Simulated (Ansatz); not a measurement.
MoS2 (CdI2-type structure)

Computed with Ansatz (plane waves, PAW, 420 eV cutoff): PBE, scalar-relativistic, collinear spin, Γ-centred 12×12×6 mesh, 0.05 eV Gaussian smearing; PAW files: Ansatz's generated set soft_2.

```yaml
crystal:
  lattice:
    - [3.19341, 0.00000, 0.00000]
    - [-1.59671, 2.76558, 0.00000]
    - [0.00000, 0.00000, 6.77165]
  atoms:
    - { symbol: Mo, position: [0.00000, 0.00000, 0.00000] }
    - { symbol: S, position: [0.33333, 0.66667, 0.23384] }
    - { symbol: S, position: [0.66667, 0.33333, 0.76616] }
```

The start was a prototype's sites filled with these elements. The Crystallography Open Database lists the compound in space groups R3m, R-3m, P63/mmc, so this is a trial structure.

Magnetic state: non-magnetic, site spin moments none.

Cell and atoms are those of this level's equilibrium.

The cell has space group P-3m1 (read at 0.01 Å). In it the stress is 0.00, 0.00, 0.02, 0.00, 0.00, 0.00 GPa and the largest force component 0.001 eV/Å. Each change below starts from this cell, without further relaxation. Stress is in GPa, positive in compression, in the order xx, yy, zz, yz, xz, xy; energies are counted from the cell above and are free energies with the smearing's entropy, which match forces and stress in a metal.

**Question.** What happens when atom 1 (Mo) is moved by 0.05 Å along y?

**Answer.** The energy changes by 7.4 meV per cell, and the force on it along the shift is -0.312 eV/Å (−F/u = 6.24 eV/Å²). Stress: 0.07, 0.33, 0.00, 0.09, 0.00, 0.00.
| atom | Fx (eV/Å) | Fy | Fz |
| --- | --- | --- | --- |
| Mo1 | 0.000 | -0.312 | -0.002 |
| S2 | 0.000 | 0.167 | 0.000 |
| S3 | 0.000 | 0.145 | 0.002 |
In a harmonic crystal the energy would rise by −½F·u = ½ × 6.24 × 0.05² eV = 7.8 meV, close to the run's value; the rest is anharmonic or numerical.

**Question.** What happens when atom 3 (S) is moved by 0.02 Å along z?

**Answer.** The energy changes by 2.6 meV per cell, and the force on it along the shift is -0.259 eV/Å (−F/u = 12.97 eV/Å²). Stress: 0.67, 0.67, 1.27, 0.00, 0.00, 0.00.
| atom | Fx (eV/Å) | Fy | Fz |
| --- | --- | --- | --- |
| Mo1 | 0.000 | 0.000 | 0.215 |
| S2 | 0.000 | 0.000 | 0.045 |
| S3 | 0.000 | 0.000 | -0.259 |
In a harmonic crystal the energy would rise by −½F·u = ½ × 12.97 × 0.02² eV = 2.6 meV, which matches.

**Question.** A single strain component, atoms carried along, gave the stress -0.89, -5.71, -2.89, -0.95, 0.00, 0.00. Which component, and about how large?

**Answer.** An engineering strain of 3 % in yy; the energy changes by 33.5 meV per cell.

**Question.** What stress follows from an engineering strain of 3 % in xx, atoms carried along?

**Answer.** -5.63, -0.94, -2.90, 1.00, 0.00, 0.00 GPa; the energy changes by 33.2 meV per cell.
```
atom  Fx (eV/Å)      Fy      Fz
 Mo1      0.000   0.000   0.000
  S2      0.000   0.120  -0.350
  S3      0.000  -0.120   0.350
```
The change of the stress over the strain gives a clamped-atom stiffness of about 188 GPa for this component, a secant value that lies under the elastic constant in tension and over it in compression, by several per cent for each per cent of strain.
In a harmonic crystal the energy would rise by V(½Cε² − σ₀ε), with σ₀ the stress of the unstrained cell, = 31.5 meV, close to the run's value; the rest has the sign of the anharmonic part, which a secant stiffness overstates.

**Question.** All atoms and the cell are disturbed at random:
```xyz
3
Lattice="3.1542 0.0237 -0.0182 -1.5566 2.7785 -0.0149 -0.0387 -0.0588 6.6991" Properties=species:S:1:pos:R:3 pbc="T T T"
Mo   -0.0344    0.0077   -0.0223
S     0.0162    1.8479    1.5809
S     1.5772    0.8879    5.1074
```
Give the energy change, the stress and the forces.

**Answer.** 43.7 meV per cell; stress 2.32, -0.87, 0.38, 0.40, 2.43, -2.21 GPa.
```
atom  Fx (eV/Å)      Fy      Fz
 Mo1      0.436  -0.122   0.804
  S2      0.066   0.102  -0.361
  S3     -0.502   0.020  -0.444
```

**Question.** All atoms and the cell are disturbed at random:
```
CELL_PARAMETERS angstrom
3.21244 -0.02032 -0.00737
-1.62382 2.77322 -0.00287
-0.01563 -0.01606 6.72515
ATOMIC_POSITIONS crystal
Mo 0.02168 0.96055 0.98669
S 0.34245 0.71821 0.24232
S 0.63587 0.32123 0.77098
```
Give the energy change, the stress and the forces.

**Answer.** 460.7 meV per cell; stress 3.02, 3.52, 3.89, -2.27, -3.22, 1.85 GPa.
| atom | Fx (eV/Å) | Fy | Fz |
| --- | --- | --- | --- |
| Mo1 | -2.104 | 0.970 | 2.784 |
| S2 | 0.589 | -0.717 | -0.836 |
| S3 | 1.515 | -0.253 | -1.949 |

The structure is built of weakly bound layers, and this functional has no dispersion term, so their spacing and all that hangs on it (volume, the soft elastic constants, low modes, dielectric constants) are poorly given.
